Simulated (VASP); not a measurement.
# K (P6/mmm) in VASP: further runs

One crystal, K, is run at these levels: PBE; tasks: single point, relaxation of shape and atoms at fixed volume.

Program: VASP 6.6.1. These are calculated values, not measurements. Logs are shortened: lines on timing, memory, paths and dates and some standing lists are left out, and cuts for length are marked.

**1. The crystal as given**

It takes space group P6/mmm (No. 191, hexagonal). Conventional cell: a = 7.568 Å, b = 7.568 Å, c = 4.497 Å, α = 90.00°, β = 90.00°, γ = 120.00°. Around K (site symmetry 6/mmm) lie 2 K at 4.50 Å. K (site symmetry -6m2) has 5 K at 4.37 to 4.50 Å as nearest neighbours.

This isn't the form of K at room conditions, which is bcc.

**2. Single point, PBE**

INCAR reads:

```
SYSTEM = K
PREC     = Accurate       ! precision mode
ENCUT    = 520            ! plane-wave cutoff, eV
EDIFF    = 1E-6           ! SCF threshold, eV
ISMEAR   = -1             ! smearing method
SIGMA    = 0.1            ! smearing width, eV
LREAL    = .False.        ! projectors in reciprocal space
LASPH    = .True.         ! aspherical terms in the spheres
NELM     = 100            ! most SCF steps
ALGO     = Fast           ! electronic algorithm
ISIF     = 2              ! what is computed and relaxed
LWAVE    = .False.        ! write WAVECAR
LCHARG   = .True.         ! write CHGCAR
GGA      = PE             ! functional
LELF     = .True.         ! ELF
LVHAR    = .True.       
NBANDS   = 20             ! bands
```

KPOINTS reads:

```
Automatic mesh
0
Gamma
  5 5 7
  0 0 0
```

POSCAR reads:

```
K
1.0
    7.5677116463      0.0000000000      0.0000000000
   -3.7838558232      6.5538305342      0.0000000000
    0.0000000000      0.0000000000      4.4969861428
K
3
Direct
    0.0000000000      0.0000000000      0.0000000000
    0.3333333333      0.6666666667      0.5000000000
    0.6666666667      0.3333333333      0.5000000000
```

Potentials or basis: VASP PAW PBE potentials, release 64 (K_sv).

Run with:

```sh
cat potpaw_PBE.64/K_sv/POTCAR > POTCAR
mpirun -np 1 vasp_std > vasp.out
```

OUTCAR:

```text
SYSTEM = K
   PREC = Accurate
   ENCUT = 520
   EDIFF = 1E-6
   ISMEAR = -1
   LREAL = .False.
   LASPH = .True.
   NELM = 100
   ISIF = 2
   GGA = PE

 ion  position               nearest neighbor table
   1  0.000  0.000  0.000-
   2  0.333  0.667  0.500-
   3  0.667  0.333  0.500-

  LATTYP: Found a hexagonal cell.
 ALAT       =     7.5677116463
 C/A-ratio  =     0.5942332838

  Lattice vectors:

 A1 = (   7.5677116463,   0.0000000000,   0.0000000000)
 A2 = (  -3.7838558232,   6.5538305342,   0.0000000000)
 A3 = (   0.0000000000,   0.0000000000,   4.4969861428)

Analysis of symmetry for initial positions (statically):
=====================================================================
 Subroutine PRICEL returns:
 Original cell was already a primitive cell.

 Routine SETGRP: Setting up the symmetry group for a
 hexagonal supercell.

 Subroutine GETGRP returns: Found 24 space group operations
 (whereof 24 operations were pure point group operations)
 out of a pool of 24 trial point group operations.

The static configuration has the point symmetry D_6h.

Analysis of symmetry for dynamics (positions and initial velocities):
=====================================================================
 Subroutine PRICEL returns:
 Original cell was already a primitive cell.

 Routine SETGRP: Setting up the symmetry group for a
 hexagonal supercell.

 Subroutine GETGRP returns: Found 24 space group operations
 (whereof 24 operations were pure point group operations)
 out of a pool of 24 trial point group operations.

The dynamic configuration has the point symmetry D_6h.

 Subroutine INISYM returns: Found 24 space group operations
 (whereof 24 operations are pure point group operations),
 and found     1 'primitive' translations

----------------------------------------------------------------------------------------

                                     Primitive cell

  volume of cell :     223.0393

  direct lattice vectors                    reciprocal lattice vectors
     7.567711646  0.000000000  0.000000000     0.132140341  0.076291262  0.000000000
    -3.783855823  6.553830534  0.000000000     0.000000000  0.152582523  0.000000000
     0.000000000  0.000000000  4.496986143     0.000000000  0.000000000  0.222371154

  length of vectors
     7.567711646  7.567711646  4.496986143     0.152582523  0.152582523  0.222371154

  position of ions in fractional coordinates (direct lattice)
     0.000000000  0.000000000  0.000000000
     0.333333333  0.666666667  0.500000000
     0.666666667  0.333333333  0.500000000

  ion indices of the primitive-cell ions
   primitive index   ion index
                 1           1
                 2           2
                 3           3

----------------------------------------------------------------------------------------

 KPOINTS: Automatic mesh

Automatic generation of k-mesh.
 Grid dimensions read from file:
 generate k-points for:    5    5    7

 Generating k-lattice:

  Cartesian coordinates                     Fractional coordinates (reciprocal lattice)
     0.026428068  0.015258252  0.000000000     0.200000000  0.000000000  0.000000000
     0.000000000  0.030516505  0.000000000     0.000000000  0.200000000  0.000000000
     0.000000000  0.000000000  0.031767308     0.000000000  0.000000000  0.142857143

  Length of vectors
     0.030516505  0.030516505  0.031767308

  Shift w.r.t. Gamma in fractional coordinates (k-lattice)
     0.000000000  0.000000000  0.000000000

 Subroutine IBZKPT returns following result:
 ===========================================

 Found     20 irreducible k-points:

 Following reciprocal coordinates:
            Coordinates               Weight
  0.000000  0.000000  0.000000      1.000000
  0.200000  0.000000  0.000000      6.000000
  0.400000  0.000000  0.000000      6.000000
  0.200000  0.200000  0.000000      6.000000
  0.400000  0.200000  0.000000      6.000000
  0.000000  0.000000  0.142857      2.000000
[... 12 lines left out ...]
  0.200000  0.200000  0.428571     12.000000
  0.400000  0.200000  0.428571     12.000000
   k-points           NKPTS =     20   k-points in BZ     NKDIM =     20   number of bands    NBANDS=     20
   number of dos      NEDOS =    301   number of ions     NIONS =      3
   total plane-waves  NPLWV = 112896
   dimension x,y,z NGX =    56 NGY =   56 NGZ =   36
   dimension x,y,z NGXF=   112 NGYF=  112 NGZF=   72
   ions per type =               3
   NGX,Y,Z   is equivalent  to a cutoff of  12.30, 12.30, 13.31 a.u.
   NGXF,Y,Z  is equivalent  to a cutoff of  24.60, 24.60, 26.62 a.u.
 SYSTEM =  K
   PREC   = accura    normal or accurate (medium, high low for compatibility)
   ISTART =      0    job   : 0-new  1-cont  2-samecut
   ICHARG =      2    charge: 1-file 2-atom 10-const
   ISPIN  =      1    spin polarized calculation?
   LNONCOLLINEAR =      F non collinear calculations
   LSORBIT =      F    spin-orbit coupling
   LASPH  =      T    aspherical Exc in radial PAW
   ENCUT  =  520.0 eV  38.22 Ry    6.18 a.u.  14.07 14.07  8.36*2*pi/ulx,y,z
   NELM   =    100;   NELMIN=  2; NELMDL= -5     # of ELM steps
   EDIFF  = 0.1E-05   stopping-criterion for ELM
   LREAL  =      F    real-space projection
   EDIFFG = 0.1E-04   stopping-criterion for IOM
   NSW    =      0    number of steps for IOM
   IBRION =     -1    ionic relax: 0-MD 1-quasi-New 2-CG
   NFREE  =      0    steps in history (QN), initial steepest desc. (CG)
   ISIF   =      2    stress and relaxation
   ISYM   =      2    0-nonsym 1-usesym 2-fastsym
   POTIM  = 0.5000    time-step for ionic-motion
   TEBEG  =    0.0;   TEEND  =   0.0 temperature during run
   PSTRESS=    0.0 pullay stress
   NELECT =      27.0000    total number of electrons
   NUPDOWN=      -1.0000    fix difference up-down
   EMIN   =  10.00;   EMAX   =-10.00  energy-range for DOS
   EFERMI =   0.00;   METHOD = LEGACY
   ISMEAR =    -1;   SIGMA  =   0.10  broadening in eV -4-tet -1-fermi 0-gaus
   EFERMI_NEDOS =   21; number of points for ismear=-14 and -15
   IALGO  =     68    algorithm
   IMIX   =      4    mixing-type and parameters
     AMIX     =   0.40;   BMIX     =  1.00
     AMIX_MAG =   1.60;   BMIX_MAG =  1.00
  volume/ion in A,a.u.               =      74.35       501.71
  Fermi-wavevector in a.u.,A,eV,Ry     =   0.809846  1.530387  8.923383  0.655850
  Thomas-Fermi vector in A             =   1.918912
   LORBIT       =      0    0 simple, 1 ext, 2 COOP (PROOUT), +10 PAW based schemes
   GGA     = PE    functional components
   LHFCALC =     F    Hartree Fock is set to
   AEXX    =    0.0000 exact exchange contribution
   IVDW    =     0    specifies the selected vdW correction
   LEPSILON=     F    determine dielectric tensor
   LRPA    =     F    only Hartree local field effects (RPA)
 non-spin polarized calculation
 RMM-DIIS sequential band-by-band and
  energy-cutoff  :      520.00
  volume of cell :      223.04
 maximum number of plane-waves:      6030
   NGX = 29   NGY = 29   NGZ = 17

 number of electron      26.9999999 magnetization

 Free energy of the ion-electron system (eV)
  ---------------------------------------------------
  ext. energy  EPLUGINS =         0.00000000
  ---------------------------------------------------
  free energy    TOTEN  =        -3.15859623 eV

  energy without entropy =       -3.08803129  energy(sigma->0) =       -3.12331376

 E-fermi :  -0.1585     XC(G=0):  -5.6241

 val. band max:       -0.2062815697   @ k =   0.2000   0.2000   0.1429
 cond. band min:       0.0422806967   @ k =   0.2000   0.0000   0.0000
 fundamental gap:      0.2485622664
 Fermi energy:        -0.1584771506

 k-point     1 :       0.0000    0.0000    0.0000
  band No.  band energies     occupation
      1     -32.3207      2.00000
      2     -32.3156      2.00000
      3     -32.2304      2.00000
      4     -15.8271      2.00000
      5     -15.8271      2.00000
      6     -15.7818      2.00000
[... 12 lines left out ...]
     19       1.5194      0.00000
     20       3.5874      0.00000

 k-point     2 :       0.2000    0.0000    0.0000
  band No.  band energies     occupation
      1     -32.3203      2.00000
      2     -32.3160      2.00000
      3     -32.2304      2.00000
      4     -15.8296      2.00000
      5     -15.8247      2.00000
      6     -15.7830      2.00000
[... 12 lines left out ...]
     19       2.3077      0.00000
     20       3.6309      0.00000

 k-point     3 :       0.4000    0.0000    0.0000
  band No.  band energies     occupation
      1     -32.3193      2.00000
      2     -32.3170      2.00000
      3     -32.2304      2.00000
      4     -15.8332      2.00000
      5     -15.8172      2.00000
      6     -15.7896      2.00000
[... 12 lines left out ...]
     19       3.0165      0.00000
     20       3.0419      0.00000

 k-point     4 :       0.2000    0.2000    0.0000
  band No.  band energies     occupation
      1     -32.3195      2.00000
      2     -32.3168      2.00000
      3     -32.2304      2.00000
      4     -15.8320      2.00000
      5     -15.8193      2.00000
      6     -15.7888      2.00000
[... 12 lines left out ...]
     19       2.8920      0.00000
     20       3.1670      0.00000

 k-point     5 :       0.4000    0.2000    0.0000
  band No.  band energies     occupation
      1     -32.3187      2.00000
      2     -32.3176      2.00000
      3     -32.2304      2.00000
      4     -15.8332      2.00000
      5     -15.8116      2.00000
      6     -15.7976      2.00000
[... 12 lines left out ...]
     19       3.1423      0.00000
     20       3.2587      0.00000
[... 261 lines left out ...]
      6     -15.8182      2.00000
[... 12 lines left out ...]
     19       2.3830      0.00000
     20       2.8336      0.00000

 k-point    18 :       0.4000    0.0000    0.4286
  band No.  band energies     occupation
      1     -32.3171      2.00000
      2     -32.3149      2.00000
      3     -32.2282      2.00000
      4     -15.8263      2.00000
      5     -15.8247      2.00000
      6     -15.8194      2.00000
[... 12 lines left out ...]
     19       1.9197      0.00000
     20       2.7429      0.00000

 k-point    19 :       0.2000    0.2000    0.4286
  band No.  band energies     occupation
      1     -32.3173      2.00000
      2     -32.3146      2.00000
      3     -32.2282      2.00000
      4     -15.8268      2.00000
      5     -15.8258      2.00000
      6     -15.8190      2.00000
[... 12 lines left out ...]
     19       2.4677      0.00000
     20       2.6308      0.00000

 k-point    20 :       0.4000    0.2000    0.4286
  band No.  band energies     occupation
      1     -32.3165      2.00000
      2     -32.3155      2.00000
      3     -32.2282      2.00000
      4     -15.8281      2.00000
      5     -15.8248      2.00000
      6     -15.8213      2.00000
[... 12 lines left out ...]
     19       2.4520      0.00000
     20       3.1330      0.00000

------------------------ aborting loop because EDIFF is reached ----------------------------------------

  FORCE on cell =-STRESS in cart. coord.  units (eV):
  Direction    XX          YY          ZZ          XY          YZ          ZX
  --------------------------------------------------------------------------------------
  -------------------------------------------------------------------------------------
  Total       -0.0189190     -0.0189190      0.0010197      0.0000000      0.0000000      0.0000000
  in kB       -0.1359023     -0.1359023      0.0073247      0.0000000      0.0000000      0.0000000
  external PRESSURE =      -0.0881600 kB  Pullay stress =       0.0000000 kB

 VOLUME and BASIS-vectors are now :
 -----------------------------------------------------------------------------
  energy-cutoff  :      520.00
  volume of cell :      223.04
      direct lattice vectors                 reciprocal lattice vectors
     7.567711646  0.000000000  0.000000000     0.132140341  0.076291262  0.000000000
    -3.783855823  6.553830534  0.000000000     0.000000000  0.152582523  0.000000000
     0.000000000  0.000000000  4.496986143     0.000000000  0.000000000  0.222371154

 POSITION                                       TOTAL-FORCE (eV/Angst)
 -----------------------------------------------------------------------------------
      0.00000      0.00000      0.00000         0.000000     -0.000000      0.000000
     -0.00000      4.36922      2.24849        -0.000000      0.000000     -0.000000
      3.78386      2.18461      2.24849         0.000000     -0.000000      0.000000
 -----------------------------------------------------------------------------------
    total drift:                                0.000000     -0.000000      0.000000

  FREE ENERGIE OF THE ION-ELECTRON SYSTEM (eV)
  ---------------------------------------------------
  free  energy   TOTEN  =        -3.1585962255 eV

  energy  without entropy=       -3.0880312884  energy(sigma->0) =       -3.12331376
```

It took 73 s on 1 thread of Intel Xeon Platinum 8488C (Sapphire Rapids), shared host; peak memory 0.34 GiB.

Results:

```yaml
Free_energy: -3.1586 eV
Pressure: 0.0 GPa
Band_gap_on_the_k_mesh: none (metal or under the smearing width)
```

Levels at points of the mesh, in eV from the Fermi level:
```csv
k point,band 10,band 11,band 12,band 13,band 14,band 15,band 16,band 17
"(0.00, 0.00, 0.00)",-15.55,-15.55,-15.53,-2.12,1.16,1.16,1.16,1.16
```

(Part 1 of 2 ends here.)
